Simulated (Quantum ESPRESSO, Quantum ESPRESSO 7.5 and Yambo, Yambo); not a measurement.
## Converging GW for SiC (P6_3mc) in Yambo

Wanted: a converged G0W0 gap of SiC (P6_3mc), or an estimate of the limit.

Main program and level: Quantum ESPRESSO 7.5 and Yambo 5.3.0; PBE and many-body steps on it, plane waves.

## Step 1: Starting point

It takes space group P6_3mc (No. 186, hexagonal). The conventional cell has a = 3.074 Å, b = 3.074 Å, c = 5.045 Å, α = 90.00°, β = 90.00°, γ = 120.00°. Si has 4 C at 1.88 to 1.90 Å nearest. Nearest to C lie 4 Si at 1.88 to 1.90 Å. Farther neighbours are not listed.

Structure file:

```cif
data_structure
_symmetry_space_group_name_H-M 'P6_3mc'
_symmetry_Int_Tables_number 186
_cell_length_a 3.0735
_cell_length_b 3.0735
_cell_length_c 5.0452
_cell_angle_alpha 90.000
_cell_angle_beta 90.000
_cell_angle_gamma 120.000
_cell_volume 41.27
loop_
_atom_site_label
_atom_site_type_symbol
_atom_site_symmetry_multiplicity
_atom_site_Wyckoff_symbol
_atom_site_fract_x
_atom_site_fract_y
_atom_site_fract_z
_atom_site_occupancy
Si1 Si 2 b 0.33333 0.66667 0.49960 1
C1 C 2 b 0.33333 0.66667 0.87540 1
```

The cell and positions are those that the Materials Project relaxed with its own functionals (PBE, PBE+U or r2SCAN), kept fixed.

## Step 2: Empty states on the mesh, 3×3×4 mesh, 495 bands

This step: Quantum ESPRESSO 7.5; DFT, PBE, plane waves, norm-conserving pseudopotentials.

The sums over transitions need many empty states on a uniform mesh; this step solves for them.

pw.in

```
&control
  calculation = 'nscf'
  prefix = 'x'
  outdir = 'o'
  pseudo_dir = 'pseudo'
/
&system
  ibrav = 0
  nat = 4
  ntyp = 2
  ecutwfc = 74.0
  nbnd = 495
  force_symmorphic = .true.
/
&electrons
  conv_thr = 1e-9
  electron_maxstep = 80
  diago_full_acc = .true.
  diago_thr_init = 5e-6
/
ATOMIC_SPECIES
  Si 28.085 Si.upf
  C 12.011 C.upf
CELL_PARAMETERS angstrom
  3.0735139282 0.0000000000 0.0000000000
  -1.5367569641 2.6617411407 0.0000000000
  0.0000000000 0.0000000000 5.0452477100
ATOMIC_POSITIONS crystal
  Si 0.3333333333 0.6666666667 0.4996024000
  Si 0.6666666667 0.3333333333 0.9996024000
  C 0.3333333333 0.6666666667 0.8753976000
  C 0.6666666667 0.3333333333 0.3753976000
K_POINTS automatic
  3 3 4 0 0 0
```

On the command line:

```sh
$ OMP_NUM_THREADS=1 mpirun -n 4 pw.x -nk 4 -in pw.in > pw.out
```

The log of the run:

```text
Program PWSCF v.7.5 starts

     This program is part of the open-source Quantum ESPRESSO suite
     for quantum simulation of materials; please cite
         "P. Giannozzi et al., J. Phys.:Condens. Matter 21 395502 (2009);
         "P. Giannozzi et al., J. Phys.:Condens. Matter 29 465901 (2017);
         "P. Giannozzi et al., J. Chem. Phys. 152 154105 (2020);
     in publications or presentations arising from this work. More details at

     Atomic positions and unit cell read from directory:
     o/x.save/

     Message from routine setup:
[...]
78.0525  78.0525  78.0525  78.0525  78.7377  78.7377  79.3941  79.3941
     [... 50 further rows ...]
   284.7686 284.7686 284.8014 284.8014 284.8014 284.8014 285.2554 285.2554
   285.2554 285.2554 285.7419 285.7419 287.3351 287.3351 293.3181

          k = 0.0000 0.3849 0.0000 (  2992 PWs)   bands (ev):

     [... further k-points ...]

     highest occupied, lowest unoccupied level (ev):     9.6798   11.9551

     XML data file, pseudopotentials, collected wavefunctions

=------------------------------------------------------------------------------=
   JOB DONE.
=------------------------------------------------------------------------------=
```

Wall time 82 s (4 MPI ranks of Arm Neoverse V1, shared host); peak memory 0.82 GiB.

This step gave:

```
gap                                                           : 2.275 eV
k of the valence top                                          : 0, 0, 0
k of the conduction bottom                                    : 0.3333, 0.3333, 0
least direct gap                                              : 4.293 eV
k points computed                                             : 10
lowest point of the top converged band, above the valence top : 278.6746 eV
```

On this mesh the gap is 2.275 eV.

The density comes from a self-consistent run that is not shown.

## Step 3: Conversion and set-up

This step: Yambo 5.3.0; conversion and set-up on PBE, plane waves, norm-conserving pseudopotentials.

The states are converted to the many-body program's format and the q mesh is built.

On the command line:

```sh
$ (cd o/x.save; p2y > p2y.log; mv SAVE ../..); yambo > setup.log
```

The log of the run:

```text
 Yambo, version 5.3.0

 [02] CORE Variables Setup
 =========================

  [02.01] Unit cells
  ==================

  Cell kind             :  HCP
  Atoms in the cell     :  Si  C
  number of Si atoms    :  2
  number of C  atoms    :  2

  List of atomic masses
  Mass of Si    :  28.08500
  Mass of C     :  12.01100

  List of atomic coordinates    : [cc]
  Si1       : -0.29041E-09   3.3533       4.7633      order 1
  Si2       :  2.904050  1.676654  9.530346  order 2
  C1       : -0.29041E-09   3.3533       8.3462      order 3
[...]
IBZ Q-points                                      :  10
 BZ  Q-points                                      :   36

 K/Q-points units:
 rlu = crystal or reduced units; cc = cartesian coordinates; iku = interal k-units

 Q [ 1]         [rlu]:  0.000000  0.000000  0.000000
 Q [ 2]         [rlu]:  0.000000  0.000000  0.250000
 Q [ 3]         [rlu]:  0.000000  0.000000 -0.500000
[...]
Q [ 8]         [rlu]:  0.333333  0.333333  0.250000
 Q [ 9]         [rlu]:  0.333333  0.333333 -0.500000
 Q [10]         [rlu]: -0.13002E-17 -0.33333      0.25000

  [03.01] X indexes
  =================

   [03.01.01] Sigma indexes
   ========================

 [06] Game Over & Game summary
```

Run time: 2.2 s. Hardware: 1 MPI rank; peak memory 0.23 GiB.

## Step 4: 68 bands, 122.5 eV

Now the one-shot GW correction: screening in the RPA, then the self-energy of the levels asked for.

This step: G0W0 on PBE, plane waves, norm-conserving pseudopotentials.

gw1.in

```
HF_and_locXC
gw0
dyson
ppa
em1d
rim_cut
RandQpts= 1000000
RandGvec= 1 RL
EXXRLvcs= 74 Ry
VXCRLvcs= 296 Ry
Chimod= "HARTREE"
% BndsRnXp
 1 | 68 |
%
NGsBlkXp= 9 Ry
% LongDrXp
 1 | 1 | 1 |
%
% GbndRnge
 1 | 68 |
%
DysSolver= "n"
ExtendOut
PPAPntXp= 27.21138 eV
% QPkrange
 1 | 1 | 7 | 10 |
 7 | 7 | 7 | 10 |
 4 | 4 | 7 | 10 |
%
```

On the command line:

```sh
$ OMP_NUM_THREADS=1 mpirun -n 4 yambo -F gw1.in -J gw1 -C gw1 > gw1.log
```

The log of the run:

```text
 Yambo, version 5.3.0

 [02] CORE Variables Setup
 =========================

  [... cell, symmetries and grids as in the set-up ...]

  [02.05] Energies & Occupations
  ==============================

  [X] === General ===
  [X] Electronic Temperature                        :  0.000000  0.000000 [eV K]
  [X] Bosonic    Temperature                        :  0.000000  0.000000 [eV K]
  [X] Finite Temperature mode                       : no
  [X] El. density                                   :  0.38765E+24 [cm-3]
  [X] Fermi Level                                   :  9.679822 [eV]

  [X] === Gaps and Widths ===
  [X] Conduction Band Min                           :  2.275274 [eV]
  [X] Valence Band Max                              :  0.000000 [eV]
  [X] Filled Bands                                  :   8
  [X] Empty Bands                                   :     9   495
  [X] Direct Gap                                    :  4.293375 [eV]
  [X] Direct Gap localized at k                     :   4
  [X] Indirect Gap                                  :  2.275274 [eV]
  [X] Indirect Gap between kpts                     :   1   7
  [X] Last valence band width                       :  3.841673 [eV]
  [X] 1st conduction band width                     :  3.637217 [eV]

 [03] Transferred momenta grid and indexing
 ==========================================

 IBZ Q-points                                      :  10
 BZ  Q-points                                      :   36

 K/Q-points units:
 rlu = crystal or reduced units; cc = cartesian coordinates; iku = interal k-units

 Q [ 1]         [rlu]:  0.000000  0.000000  0.000000
 Q [ 2]         [rlu]:  0.000000  0.000000  0.250000
 Q [ 3]         [rlu]:  0.000000  0.000000 -0.500000
 Q [ 4]         [rlu]:  0.13002E-17  0.33333       0.0000
 Q [ 5]         [rlu]:  0.13002E-17  0.33333      0.25000
 Q [ 6]         [rlu]:  0.13002E-17  0.33333     -0.50000
 Q [ 7]         [rlu]:  0.333333  0.333333  0.000000
 Q [ 8]         [rlu]:  0.333333  0.333333  0.250000
 Q [ 9]         [rlu]:  0.333333  0.333333 -0.500000
 Q [10]         [rlu]: -0.13002E-17 -0.33333      0.25000

 [04] Coloumb potential Random Integration (RIM)
 ===============================================

  [04.01] RIM initialization
  ==========================

  * Diagonal components only detected *

  8 x (sBL volume)        :  0.197901 [a.u.]
  sBZ random points       :  1000000
  Points outside the sBZ  :   7980387
  RL volume               :  0.890552 [a.u.]
  Integrated volume       :  0.892741 [a.u.]

  [04.02] RIM integrals
  =====================

  Gamma point sphere radius             :  0.105706 [a.u.]
  Points outside the sphere             :   813532
  [Int_sBZ(q=0) 1/q^2]*(Vol_sBZ)^(-1/3) =:  7.220554
                                 should be <:  7.795600

  Summary of Coulomb integrals for non-metallic bands |Q|[au] RIM/Bare

  Q [1] 0.100000E-4 0.926235 * Q [2] 0.164755 0.634104
  Q [3] 0.329510 0.865201 * Q [4] 0.416384 1.148315
  Q [5] 0.447794 1.092429 * Q [10] 0.447794 1.091223
  Q [6] 0.530992 1.025609 * Q [7] 0.721198 1.047178
  Q [8] 0.739778 1.040957 * Q [9] 0.792908 1.027150

 [WARNING] [Xp] User bands 1-68 break level degeneracy

 [05] Dipoles
 ============

  [05.01] Setup: observables and procedures
  =========================================

  [WARNING] [x,Vnl] slows the Dipoles computation. To neglect it rename the ns.kb_pp file

 [06] Dynamic Dielectric Matrix (PPA)
 ====================================

 [WR./gw1//ndb.pp]---------------------------------------------------------------
  Brillouin Zone Q/K grids (IBZ/BZ)                :   10   36   10   36
  RL vectors                                       :   3863 [WF]
  Coulomb cutoff potential                         : none
  Electronic Temperature                           :  0.000000 [K]
  Bosonic    Temperature                           :  0.000000 [K]
  PPA    diel. fun.  energies                      : Perdew, Burke & Ernzerhof(X)+Perdew, Burke & Ernzerhof(C)
  wavefunctions                                    : Perdew, Burke & Ernzerhof(X)+Perdew, Burke & Ernzerhof(C)
  Global Gauge                                     : length
  X matrix size                                    :  147
  X band range                                     :    1   68
  X e/h energy range                               : -1.000000 -1.000000 [eV]
  X Time ordering                                  : R
  X Hxc Kernel                                     : HARTREE
  X Drude frequency                                :  0.000000  0.000000
  X poles                                          :  100.0000 [o/o]
  RL vectors in the sum                            :   3863
  [r,Vnl] included                                 : yes
  Field direction                                  :  0.577350E-5  0.577350E-5  0.577350E-5
  BZ energy Double Grid                            : no
  BZ energy DbGd points                            : 0
  BZ Q point size factor                           : -1.000000
  X Optical Averaged directions                    : none

 [07] Local Exchange-Correlation + Non-Local Fock
 ================================================

 [VXC] Plane waves :  23897
 [EXS] Plane waves :  2997

 QP @ state[ 1 ] K range:  1  1
 QP @ state[ 1 ] b range:   7  10
 QP @ state[ 2 ] K range:   4   4
 QP @ state[ 2 ] b range:   7  10
 QP @ state[ 3 ] K range:   7   7
 QP @ state[ 3 ] b range:   7  10

 [xc] Functional : Perdew, Burke & Ernzerhof(X)+Perdew, Burke & Ernzerhof(C)
 [xc] LIBXC used to calculate xc functional
  PP Number of Atomic Species                      :  2
  NLCC RL compoments                               :  23897
  PP Number of Atomic Species                      :  2
  NLCC RL compoments                               :  23897

 [xc] E_xc :  -6.122893 [Ha]
      E_xc :  -12.24579 [Ry]

  Local XC kind (lXC) : Perdew, Burke & Ernzerhof(X)+Perdew, Burke & Ernzerhof(C)
  Non-Local XC kind (nlXC) : Hartree-Fock

  Corrections @ K [1] :  [eV]
 <7|nlXC|7> = -17.90070 -0.75369E-17 <7|lXC|7> = -15.07649 -0.37763E-15
 <8|nlXC|8> = -17.89996  0.23054E-17 <8|lXC|8> = -15.07649  0.18882E-15
 <9|nlXC|9> = -6.642601 -0.31287E-17 <9|lXC|9> = -12.10977  0.000000
 <10|nlXC|10> = -7.132412 -0.42845E-18 <10|lXC|10> = -12.77445  0.000000

  Corrections @ K [4] :  [eV]
 <7|nlXC|7> = -16.72897 -0.23772E-16 <7|lXC|7> = -13.77183  0.37763E-15
 <8|nlXC|8> = -17.81726  0.20993E-16 <8|lXC|8> = -14.66735 -0.94408E-16
[...]
Corrections @ K [7] :  [eV]
[...]
<8|nlXC|8> = -16.98770 -0.12933E-16 <8|lXC|8> = -13.15182  0.18882E-15
 <9|nlXC|9> = -5.496468 -0.35002E-19 <9|lXC|9> = -9.860270 -0.51630E-17
 <10|nlXC|10> = -6.335978 -0.19368E-18 <10|lXC|10> = -12.29223 -0.28323E-15

 [08] Dyson equation: Newton solver
 ==================================

  [08.01] G0W0 (W PPA)
  ====================

  [  GW  ] Bands range     :    1   68
  [GW/PPA] G damping       :  0.100000 [eV]

  QP @ state[ 1 ] K range:  1  1
  QP @ state[ 1 ] b range:   7  10
  QP @ state[ 2 ] K range:   4   4
  QP @ state[ 2 ] b range:   7  10
  QP @ state[ 3 ] K range:   7   7
  QP @ state[ 3 ] b range:   7  10

   Sc/G bands                                       :    1   68
   Sc/G damping                                     :  0.100000 ev
   Sc bands terminator                              : no
   Sx RL components                                 :  2997

   QP @ state[ 1 ] K range                          :  1  1
   QP @ state[ 1 ] b range                          :   7  10
   QP @ state[ 2 ] K range                          :   4   4
   QP @ state[ 2 ] b range                          :   7  10
   QP @ state[ 3 ] K range                          :   7   7
   QP @ state[ 3 ] b range                          :   7  10
   GF energies kind                                 : Perdew, Burke & Ernzerhof(X)+Perdew, Burke & Ernzerhof(C)
   GF WF`s kind                                     : Perdew, Burke & Ernzerhof(X)+Perdew, Burke & Ernzerhof(C)
   Xs energies kind                                 : Perdew, Burke & Ernzerhof(X)+Perdew, Burke & Ernzerhof(C)
   Xs WF`s kind                                     : Perdew, Burke & Ernzerhof(X)+Perdew, Burke & Ernzerhof(C)

 [11] Game Over & Game summary
```

Elapsed: 20 s, on 4 MPI ranks; peak memory 1.3 GiB.

This step gave:

```yaml
g0w0_gap_on_the_points_computed: 2.810 eV
starting_gap_on_the_mesh: 2.275 eV
k_of_the_valence_top: 0, 0, 0
k_of_the_conduction_bottom: 0.3333, 0.3333, 0
least_direct_g0w0_gap_on_the_computed_points: 5.109 eV
z_at_the_valence_top: 0.7988
z_at_the_conduction_bottom: 0.8290
```

The gap on the mesh goes from 2.28 eV to 2.81 eV, a correction of +0.53 eV.

(Part 1 of 2 ends here.)

[Paths, hosts, dates, memory and timing lines, banners, echoed tables and standing remarks are left out of the program output.]

[Logs are printed without paths, hosts, clocks, repeated set-up lines and the standing remarks that a program may print on its own settings, such as how far it seeks lower states.]

[Runs of the session that timed out or met a known fault of the program may be left out.]

[Hosts, paths, dates, database ids (printed as entryN), source tags and the programs' standing remarks are cut or masked in the printed files.]
